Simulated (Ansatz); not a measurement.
Iron (omega (AlB2-type)) across density functionals

All rows: Ansatz, plane waves with scalar-relativistic PAW, 420 eV (500 eV for the SCAN forms), relaxed under each functional, no dispersion correction, no zero-point motion. B₀ comes from uniform scaling at fixed shape; a dash is a value not given.

```
functional  V (Å³/atom)                                    cell  B₀ (GPa)                                              magnetic state  ΔE to bcc (meV/atom)
       PBE        12.00  a = 4.180 Å, c = 2.379 Å (c/a = 0.569)       140                         ferromagnetic, net 2.47 μB per atom                   208
    r²SCAN        12.27  a = 4.209 Å, c = 2.399 Å (c/a = 0.570)       163                         ferromagnetic, net 2.81 μB per atom                   144
  m-r²SCAN        10.33  a = 3.879 Å, c = 2.379 Å (c/a = 0.613)         -  ferrimagnetic, largest moment 1.18 μB in the atomic sphere                    92
       LDA         9.78  a = 3.778 Å, c = 2.375 Å (c/a = 0.629)         -  ferrimagnetic, largest moment 0.53 μB in the atomic sphere                    31
    revPBE        12.40  a = 4.222 Å, c = 2.410 Å (c/a = 0.571)       132                         ferromagnetic, net 2.58 μB per atom                   187
      RPBE        12.55  a = 4.237 Å, c = 2.421 Å (c/a = 0.571)       129                         ferromagnetic, net 2.61 μB per atom                   179
      BLYP        12.55  a = 4.248 Å, c = 2.410 Å (c/a = 0.567)       129                         ferromagnetic, net 2.51 μB per atom                   173
```

Question: What does PBEsol give?

Answer: V (Å³/atom): 10.03; cell: a = 3.809 Å, c = 2.393 Å (c/a = 0.628); B₀ (GPa): 310; magnetic state: spin not included; ΔE to bcc (meV/atom): 160.

m-r²SCAN is r²SCAN on the gauge-invariant kinetic-energy density; without spin polarisation the two are equal.
